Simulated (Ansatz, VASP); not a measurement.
# CaS (Oldhamite) in VASP and in Ansatz

Contents of INCAR:

```
ALGO = Normal
EDIFF = 1E-7
ENCUT = 520
GGA = PE
ISIF = 2
ISMEAR = -1
LASPH = T
LCHARG = F
LREAL = F
LWAVE = F
NBANDS = 15
NELM = 80
PREC = Accurate
SIGMA = 0.05
```

KPOINTS

```
k-points
0
Gamma
  8 8 8
```

The input POSCAR:

```
CaS
1.0
    0.0000000000      2.8239188882      2.8239188882
    2.8239188882      0.0000000000      2.8239188882
    2.8239188882      2.8239188882      0.0000000000
Ca S
1 1
Direct
    0.0000000000      0.0000000000      0.0000000000
    0.5000000000      0.5000000000      0.5000000000
```

The input input.yaml:

```yaml
crystal:
  lattice:
    - [0.0, 2.8239188882, 2.8239188882]
    - [2.8239188882, 0.0, 2.8239188882]
    - [2.8239188882, 2.8239188882, 0.0]
  atoms:
    - { symbol: Ca, position: [0.0, 0.0, 0.0] }
    - { symbol: S, position: [0.5, 0.5, 0.5] }
hamiltonian:
  xc: pbe
  pseudopotentials: { kind: paw }
kpoints:
  mp_grid: { grid: [8, 8, 8] }
scf:
  occupations: { method: fermi_dirac, width: 0.05 }
output:
  forces: true
  stress: true
  eigenvalues: true
```

Change from the starting cell: volume scaled by 0.98.

Alike in both runs: task single point; functional PBE; k mesh 8 × 8 × 8; occupations fermi-dirac, width 0.05 eV; no spin polarisation.

|  | VASP | Ansatz |
| --- | --- | --- |
| version | VASP 6.6.1 | Ansatz 0.2.0 |
| potentials or method | VASP PAW PBE potentials, release 64 (Ca_sv, S) | Ansatz PAW |
| plane-wave cutoff (eV) | 520 | 420 |
| valence electrons in the cell | 16 | 16 |

Ansatz gave:

```
gap on the k mesh at the Fermi level (eV) : 2.30
least direct gap on the mesh (eV)         : 3.13
pressure (GPa)                            : 2.1
```

**Question.** What did VASP give for the same quantities?

**Answer.** gap on the k mesh at the Fermi level (eV): 2.30; least direct gap on the mesh (eV): 3.12; pressure (GPa): 2.2.

A k mesh can miss the band edges.
